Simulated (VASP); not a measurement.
# BP (F-43m) in VASP: a series of runs

Aim: see how the results for BP move with the level of theory and the settings. Levels: PBE, PBEsol. Tasks: relaxation of cell and atoms.

All numbers are computed with VASP 6.6.1; they aren't measurements. Logs are shortened: lines on timing, memory, paths and dates and some standing lists are left out, and cuts for length are marked.

## 1. The structure

It takes space group F-43m (No. 216, cubic). Conventional cell: a = 4.538 Å, b = 4.538 Å, c = 4.538 Å, α = 90.00°, β = 90.00°, γ = 90.00°. B (site symmetry -43m) is surrounded by 4 P at 1.97 Å. Around P (site symmetry -43m) lie 4 B at 1.97 Å.

## 2. Relaxation of cell and atoms, PBE

Input file INCAR:

```
ALGO = Normal ; EDIFF = 1E-6
EDIFFG = -0.01 ; ENCUT = 300
GGA = PE ; IBRION = 2
ISIF = 3 ; ISMEAR = 0
LASPH = T ; LCHARG = F
LREAL = F ; LWAVE = F
NELM = 80 ; NSW = 90
PREC = Accurate ; SIGMA = 0.03
```

Input file KPOINTS:

```
k-points
0
Gamma
  5 5 5
```

Input file POSCAR:

```
BP
1.0
    0.0000000000      2.2690000000      2.2690000000
    2.2690000000      0.0000000000      2.2690000000
    2.2690000000      2.2690000000      0.0000000000
B P
1 1
Direct
    0.0000000000      0.0000000000      0.0000000000
    0.2500000000      0.2500000000      0.2500000000
```

Potentials or basis: VASP PAW PBE potentials, release 64 (B_s, P).

Started as:

```sh
cat potpaw_PBE.64/B_s/POTCAR potpaw_PBE.64/P/POTCAR > POTCAR
mpirun -np 1 vasp_std > vasp.out
```

OUTCAR:

```text
EDIFF = 1E-6
   EDIFFG = -0.01
   ENCUT = 300
   GGA = PE
   IBRION = 2
   ISIF = 3
   ISMEAR = 0
   LASPH = T
   LREAL = F
   NELM = 80
   NSW = 90
   PREC = Accurate

 ion  position               nearest neighbor table
   1  0.000  0.000  0.000-   2 1.97   2 1.97   2 1.97   2 1.97
   2  0.250  0.250  0.250-   1 1.97   1 1.97   1 1.97   1 1.97

  LATTYP: Found a face centered cubic cell.
 ALAT       =     4.5380000000

  Lattice vectors:

 A1 = (   0.0000000000,   2.2690000000,   2.2690000000)
 A2 = (   2.2690000000,   0.0000000000,   2.2690000000)
 A3 = (   2.2690000000,   2.2690000000,   0.0000000000)

Analysis of symmetry for initial positions (statically):
=====================================================================
 Subroutine PRICEL returns:
 Original cell was already a primitive cell.

 Routine SETGRP: Setting up the symmetry group for a
 face centered cubic supercell.

 Subroutine GETGRP returns: Found 24 space group operations
 (whereof 24 operations were pure point group operations)
 out of a pool of 48 trial point group operations.

The static configuration has the point symmetry T_d .

Analysis of symmetry for dynamics (positions and initial velocities):
=====================================================================
 Subroutine PRICEL returns:
 Original cell was already a primitive cell.

 Routine SETGRP: Setting up the symmetry group for a
 face centered cubic supercell.

 Subroutine GETGRP returns: Found 24 space group operations
 (whereof 24 operations were pure point group operations)
 out of a pool of 48 trial point group operations.

The dynamic configuration has the point symmetry T_d .

 Subroutine INISYM returns: Found 24 space group operations
 (whereof 24 operations are pure point group operations),
 and found     1 'primitive' translations

----------------------------------------------------------------------------------------

                                     Primitive cell

  volume of cell :      23.3633

  direct lattice vectors                    reciprocal lattice vectors
     0.000000000  2.269000000  2.269000000    -0.220361393  0.220361393  0.220361393
     2.269000000  0.000000000  2.269000000     0.220361393 -0.220361393  0.220361393
     2.269000000  2.269000000  0.000000000     0.220361393  0.220361393 -0.220361393

  length of vectors
     3.208850573  3.208850573  3.208850573     0.381677128  0.381677128  0.381677128

  position of ions in fractional coordinates (direct lattice)
     0.000000000  0.000000000  0.000000000
[... 57 lines left out ...]
   ISPIN  =      1    spin polarized calculation?
   LNONCOLLINEAR =      F non collinear calculations
   LSORBIT =      F    spin-orbit coupling
   LASPH  =      T    aspherical Exc in radial PAW
   ENCUT  =  300.0 eV  22.05 Ry    4.70 a.u.   4.53  4.53  4.53*2*pi/ulx,y,z
   NELM   =     80;   NELMIN=  2; NELMDL= -5     # of ELM steps
   EDIFF  = 0.1E-05   stopping-criterion for ELM
   LREAL  =      F    real-space projection
   EDIFFG = -.1E-01   stopping-criterion for IOM
   NSW    =     90    number of steps for IOM
   IBRION =      2    ionic relax: 0-MD 1-quasi-New 2-CG
   NFREE  =      1    steps in history (QN), initial steepest desc. (CG)
   ISIF   =      3    stress and relaxation
   ISYM   =      2    0-nonsym 1-usesym 2-fastsym
   POTIM  = 0.5000    time-step for ionic-motion
   TEBEG  =    0.0;   TEEND  =   0.0 temperature during run
   PSTRESS=    0.0 pullay stress
   NELECT =       8.0000    total number of electrons
   NUPDOWN=      -1.0000    fix difference up-down
   EMIN   =  10.00;   EMAX   =-10.00  energy-range for DOS
   EFERMI =   0.00;   METHOD = LEGACY
   ISMEAR =     0;   SIGMA  =   0.03  broadening in eV -4-tet -1-fermi 0-gaus
   EFERMI_NEDOS =   21; number of points for ismear=-14 and -15
   IALGO  =     38    algorithm
   IMIX   =      4    mixing-type and parameters
     AMIX     =   0.40;   BMIX     =  1.00
     AMIX_MAG =   1.60;   BMIX_MAG =  1.00
  volume/ion in A,a.u.               =      11.68        78.83
  Fermi-wavevector in a.u.,A,eV,Ry     =   1.145320  2.164342 17.847562  1.311759
  Thomas-Fermi vector in A             =   2.282009
   LORBIT       =      0    0 simple, 1 ext, 2 COOP (PROOUT), +10 PAW based schemes
   GGA     = PE    functional components
   LHFCALC =     F    Hartree Fock is set to
   AEXX    =    0.0000 exact exchange contribution
   IVDW    =     0    specifies the selected vdW correction
   LEPSILON=     F    determine dielectric tensor
   LRPA    =     F    only Hartree local field effects (RPA)
 conjugate gradient relaxation of ions
 non-spin polarized calculation
 Gauss-broadening in eV      SIGMA  =   0.03
  energy-cutoff  :      300.00
  volume of cell :       23.36
 maximum number of plane-waves:       291
 NGX is ok and might be reduce to    18
   NGX =  9   NGY =  9   NGZ =  9

--------------------------------------- Ionic step        1  -------------------------------------------

 number of electron       7.9999994 magnetization

 Free energy of the ion-electron system (eV)
  ---------------------------------------------------
  ext. energy  EPLUGINS =         0.00000000
  ---------------------------------------------------
  free energy    TOTEN  =       -12.86121851 eV

  energy without entropy =      -12.86121851  energy(sigma->0) =      -12.86121851

------------------------ aborting loop because EDIFF is reached ----------------------------------------

  FORCE on cell =-STRESS in cart. coord.  units (eV):
  Direction    XX          YY          ZZ          XY          YZ          ZX
  --------------------------------------------------------------------------------------
  -------------------------------------------------------------------------------------
  Total        0.1334360      0.1334360      0.1334360      0.0000000      0.0000000     -0.0000000
  in kB        9.1506084      9.1506084      9.1506084      0.0000000      0.0000000     -0.0000000
  external PRESSURE =       9.1506084 kB  Pullay stress =       0.0000000 kB
[... 59 lines left out ...]
--------------------------------------- Ionic step        3  -------------------------------------------

 number of electron       7.9999995 magnetization

 Free energy of the ion-electron system (eV)
  ---------------------------------------------------
  ext. energy  EPLUGINS =         0.00000000
  ---------------------------------------------------
  free energy    TOTEN  =       -12.86157964 eV

  energy without entropy =      -12.86157964  energy(sigma->0) =      -12.86157964

 E-fermi :   8.1727     XC(G=0): -10.8391

 val. band max:        8.0247650346   @ k =   0.0000   0.0000   0.0000
 cond. band min:       9.2623890782   @ k =   0.4000   0.4000   0.0000
 fundamental gap:      1.2376240436
 Fermi energy:         8.1727426088

 k-point     1 :       0.0000    0.0000    0.0000
  band No.  band energies     occupation
      1      -7.4019      2.00000
      2       8.0248      2.00000
      3       8.0248      2.00000
      4       8.0248      2.00000
      5      11.4101      0.00000
      6      11.4101      0.00000
      7      11.4101      0.00000
      8      15.3061      0.00000
[... 126 lines left out ...]
  FREE ENERGIE OF THE ION-ELECTRON SYSTEM (eV)
  ---------------------------------------------------
  free  energy   TOTEN  =       -12.8615796443 eV

  energy  without entropy=      -12.8615796443  energy(sigma->0) =      -12.86157964

 reached required accuracy - stopping structural energy minimisation
```

OSZICAR:

```text
N       E                     dE             d eps       ncg     rms          rms(c)
DAV:   1     0.104588447299E+02    0.10459E+02   -0.28647E+03   168   0.576E+02
DAV:   2    -0.130701572811E+02   -0.23529E+02   -0.22688E+02   248   0.121E+02
DAV:   3    -0.136013413022E+02   -0.53118E+00   -0.53118E+00   192   0.203E+01
[... 20 lines left out ...]
DAV:   1    -0.128617349313E+02   -0.36687E-03   -0.56346E-03   208   0.113E+00    0.909E-02
DAV:   2    -0.128616104408E+02    0.12449E-03   -0.27827E-04   240   0.121E-01    0.478E-02
DAV:   3    -0.128615806294E+02    0.29811E-04   -0.64883E-05   168   0.477E-02    0.140E-02
DAV:   4    -0.128615790675E+02    0.15619E-05   -0.32352E-06   232   0.174E-02    0.110E-02
DAV:   5    -0.128615796443E+02   -0.57673E-06   -0.74449E-07    88   0.849E-03
   3 F= -.12861580E+02 E0= -.12861580E+02  d E =-.361137E-03
```

Wall time 4.2 s (1 thread of Intel Xeon Platinum 8259CL at 2.50GHz (Skylake/Cascade Lake), shared host); peak memory 0.11 GiB.

The run converged, but some of its settings lie outside the range that counts as converged, so its numbers aren't taken as properties of the crystal.

Results:

* Free energy: -12.8616 eV
* Relaxed volume: 11.75 Å³/atom
* Relaxed cell: a = 3.215 Å, b = 3.215 Å, c = 3.215 Å, α = 60.00°, β = 60.00°, γ = 60.00°
* Space group after relaxing (to 0.05 Å): F-43m (No. 216)
* Energy gained by relaxing: 0.2 meV/atom
* Ionic steps: 3
* Band gap on the k mesh: 1.24 eV, indirect (least direct gap 3.39 eV)

Caveat: the k mesh is coarse (spacing up to 0.48 Å⁻¹), so the values aren't converged; the cutoff is under 1.25 times the usual one of these potentials, so pressure, stress and relaxed cells hold a basis-set (Pulay) error; an odd mesh through Γ misses points on the zone boundary, where band edges often lie.

## 3. Relaxation of cell and atoms, PBE

This run uses another cell than the first one, of 11.75 Å³/atom, 1.005 times its volume.

Edit INCAR of step 2 so:

```diff
@@ -1,3 +1,3 @@
-ALGO = Normal ; EDIFF = 1E-6
-EDIFFG = -0.01 ; ENCUT = 300
+ALGO = Normal ; EDIFF = 1E-7
+EDIFFG = -0.005 ; ENCUT = 300
 GGA = PE ; IBRION = 2
```

KPOINTS is that of step 2.

Input file POSCAR:

```
BP                                      
1.0
   -0.0000000000      2.2731187676      2.2731187676
    2.2731187676      0.0000000000      2.2731187676
    2.2731187676      2.2731187676      0.0000000000
  B               P             
     1     1
Direct
     0.0000000000000000    0.0000000000000000    0.0000000000000000
     0.2500000000000000    0.2500000000000000    0.2500000000000000
```

Potentials or basis: VASP PAW PBE potentials, release 64 (B_s, P).

Started as:

```sh
cat potpaw_PBE.64/B_s/POTCAR potpaw_PBE.64/P/POTCAR > POTCAR
mpirun -np 1 vasp_std > vasp.out
```

Run time: 2.3 s. Hardware: 1 thread of Intel Xeon Platinum 8259CL at 2.50GHz (Skylake/Cascade Lake), shared host; peak memory 0.11 GiB.

The run converged, but some of its settings lie outside the range that counts as converged, so its numbers aren't taken as properties of the crystal.

What came out:

```
Free energy            : -12.8630 eV
Band gap on the k mesh : 1.24 eV, indirect (least direct gap 3.39 eV)
```

Caveat: the k mesh is coarse (spacing up to 0.48 Å⁻¹), so the values aren't converged; the cutoff is under 1.25 times the usual one of these potentials, so pressure, stress and relaxed cells hold a basis-set (Pulay) error; the relaxation stopped at its first step, so nothing moved; an odd mesh through Γ misses points on the zone boundary, where band edges often lie.

## 4. Relaxation of cell and atoms, PBEsol

Input file INCAR:

```
  PREC = Accurate
  ENCUT = 600
  EDIFF = 1E-6
  ISMEAR = 0
  SIGMA = 0.03
  LREAL = False
  LASPH = True
  NELM = 80
  ALGO = Normal
  ISIF = 3
  LWAVE = False
  LCHARG = False
  GGA = PS
  IBRION = 2
  NSW = 90
  EDIFFG = -0.01
  KPAR = 4
```

Input file KPOINTS:

```
regular mesh
0
Gamma
  10 10 10
```

Input file POSCAR:

```
BP
1.0
    0.0000000000      2.2690000000      2.2690000000
    2.2690000000      0.0000000000      2.2690000000
    2.2690000000      2.2690000000      0.0000000000
B P
1 1
Direct
    0.0000000000      0.0000000000      0.0000000000
    0.2500000000      0.2500000000      0.2500000000
```

Potentials or basis: VASP PAW PBE potentials, release 64 (B, P).

Started as:

```sh
cat potpaw_PBE.64/B/POTCAR potpaw_PBE.64/P/POTCAR > POTCAR
mpirun -np 4 vasp_std > vasp.out
```

OUTCAR:

```text
PREC = Accurate
   ENCUT = 600
   EDIFF = 1E-6
   ISMEAR = 0
   LREAL = False
   LASPH = True
   NELM = 80
   ISIF = 3
   GGA = PS
   IBRION = 2
   NSW = 90
   EDIFFG = -0.01

 ion  position               nearest neighbor table
   1  0.000  0.000  0.000-   2 1.97   2 1.97   2 1.97   2 1.97
   2  0.250  0.250  0.250-   1 1.97   1 1.97   1 1.97   1 1.97

  LATTYP: Found a face centered cubic cell.
 ALAT       =     4.5380000000

  Lattice vectors:

 A1 = (   0.0000000000,   2.2690000000,   2.2690000000)
 A2 = (   2.2690000000,   0.0000000000,   2.2690000000)
 A3 = (   2.2690000000,   2.2690000000,   0.0000000000)

Analysis of symmetry for initial positions (statically):
=====================================================================
 Subroutine PRICEL returns:
 Original cell was already a primitive cell.

 Routine SETGRP: Setting up the symmetry group for a
 face centered cubic supercell.

 Subroutine GETGRP returns: Found 24 space group operations
 (whereof 24 operations were pure point group operations)
 out of a pool of 48 trial point group operations.

The static configuration has the point symmetry T_d .

Analysis of symmetry for dynamics (positions and initial velocities):
=====================================================================
 Subroutine PRICEL returns:
 Original cell was already a primitive cell.

 Routine SETGRP: Setting up the symmetry group for a
 face centered cubic supercell.

 Subroutine GETGRP returns: Found 24 space group operations
 (whereof 24 operations were pure point group operations)
 out of a pool of 48 trial point group operations.

The dynamic configuration has the point symmetry T_d .

 Subroutine INISYM returns: Found 24 space group operations
 (whereof 24 operations are pure point group operations),
 and found     1 'primitive' translations

[... 133 lines left out ...]

--------------------------------------- Ionic step        1  -------------------------------------------

 number of electron       8.0000000 magnetization

 Free energy of the ion-electron system (eV)
  ---------------------------------------------------
  ext. energy  EPLUGINS =         0.00000000
  ---------------------------------------------------
  free energy    TOTEN  =       -13.67383585 eV

  energy without entropy =      -13.67383585  energy(sigma->0) =      -13.67383585

------------------------ aborting loop because EDIFF is reached ----------------------------------------

  FORCE on cell =-STRESS in cart. coord.  units (eV):
  Direction    XX          YY          ZZ          XY          YZ          ZX
  --------------------------------------------------------------------------------------
  -------------------------------------------------------------------------------------
  Total       -0.2701413     -0.2701413     -0.2701413     -0.0000000      0.0000000     -0.0000000
  in kB      -18.5254222    -18.5254222    -18.5254222     -0.0000000      0.0000000     -0.0000000
  external PRESSURE =     -18.5254222 kB  Pullay stress =       0.0000000 kB
[... 59 lines left out ...]
--------------------------------------- Ionic step        3  -------------------------------------------

 number of electron       8.0000000 magnetization

 Free energy of the ion-electron system (eV)
  ---------------------------------------------------
  ext. energy  EPLUGINS =         0.00000000
  ---------------------------------------------------
  free energy    TOTEN  =       -13.67535475 eV

  energy without entropy =      -13.67535475  energy(sigma->0) =      -13.67535475

 E-fermi :   7.6770     XC(G=0): -11.0930

 val. band max:        7.5378140247   @ k =   0.0000   0.0000   0.0000
 cond. band min:       8.6542929002   @ k =   0.4000   0.4000   0.0000
 fundamental gap:      1.1164788755
 Fermi energy:         7.6770478785

 k-point     1 :       0.0000    0.0000    0.0000
  band No.  band energies     occupation
      1      -8.0601      2.00000
      2       7.5378      2.00000
      3       7.5378      2.00000
      4       7.5378      2.00000
      5      10.9113      0.00000
      6      10.9113      0.00000
      7      10.9113      0.00000
      8      15.0508      0.00000
[... 243 lines left out ...]
 k-point    24 :       0.4000    0.3000    0.0000
  band No.  band energies     occupation
      1      -5.0798      2.00000
      2       1.3491      2.00000
      3       3.4066      2.00000
      4       3.9589      2.00000
      5       9.2412      0.00000
      6      11.0313      0.00000
      7      17.0650      0.00000
      8      17.0686      0.00000

 [... further k-points ...]

------------------------ aborting loop because EDIFF is reached ----------------------------------------

  FORCE on cell =-STRESS in cart. coord.  units (eV):
  Direction    XX          YY          ZZ          XY          YZ          ZX
  --------------------------------------------------------------------------------------
  -------------------------------------------------------------------------------------
  Total        0.0005542      0.0005542      0.0005542      0.0000000      0.0000000     -0.0000000
  in kB        0.0384300      0.0384300      0.0384300      0.0000000      0.0000000     -0.0000000
  external PRESSURE =       0.0384300 kB  Pullay stress =       0.0000000 kB
[... 17 lines left out ...]
  FREE ENERGIE OF THE ION-ELECTRON SYSTEM (eV)
  ---------------------------------------------------
  free  energy   TOTEN  =       -13.6753547507 eV

  energy  without entropy=      -13.6753547507  energy(sigma->0) =      -13.67535475

 reached required accuracy - stopping structural energy minimisation
```

OSZICAR:

```text
N       E                     dE             d eps       ncg     rms          rms(c)
DAV:   1     0.136665376885E+02    0.13667E+02   -0.44613E+03   752   0.100E+03
DAV:   2    -0.140304146866E+02   -0.27697E+02   -0.26716E+02  1160   0.120E+02
DAV:   3    -0.143813195450E+02   -0.35090E+00   -0.35090E+00   880   0.175E+01
DAV:   4    -0.143825047175E+02   -0.11852E-02   -0.11852E-02  1208   0.990E-01
[... 19 lines left out ...]
DAV:   2    -0.136755084791E+02    0.51148E-03   -0.10674E-03   976   0.208E-01    0.926E-02
DAV:   3    -0.136753693670E+02    0.13911E-03   -0.29733E-04   856   0.993E-02    0.240E-02
DAV:   4    -0.136753579945E+02    0.11373E-04   -0.11736E-05   976   0.255E-02    0.190E-02
DAV:   5    -0.136753550765E+02    0.29179E-05   -0.26732E-06   880   0.115E-02    0.888E-03
DAV:   6    -0.136753547507E+02    0.32583E-06   -0.64906E-08   376   0.219E-03
   3 F= -.13675355E+02 E0= -.13675355E+02  d E =-.151891E-02
```

It took 8.3 s on 4 MPI ranks of Intel Xeon Platinum 8488C (Sapphire Rapids), shared host; peak memory 0.14 GiB.

Results:

* Free energy: -13.6754 eV
* Relaxed volume: 11.55 Å³/atom
* Relaxed cell: a = 3.197 Å, b = 3.197 Å, c = 3.197 Å, α = 60.00°, β = 60.00°, γ = 60.00°
* Space group after relaxing (to 0.05 Å): F-43m (No. 216)
* Energy gained by relaxing: 0.8 meV/atom
* Ionic steps: 3
* Pressure after relaxing: 0.0 GPa
* Band gap on the k mesh: 1.12 eV, indirect (least direct gap 3.37 eV)

The path:
```
step  energy change (eV)  largest force (eV/Å)  pressure (GPa)  volume (Å³)
   1              0.0000                0.0000           -1.85        23.36
   2             -0.0006                0.0000            1.45        22.91
   3             -0.0015                0.0000            0.00        23.10
```

Final structure:
```
B P
1.0
     0.00000    2.26055    2.26055
     2.26055    0.00000    2.26055
     2.26055    2.26055    0.00000
B P
1 1
Direct
  0.00000 0.00000 0.00000
  0.25000 0.25000 0.25000
```

Caveat: the PAW data sets were made with another functional, which shifts forces and pressure a little.

(Part 1 of 2 ends here.)
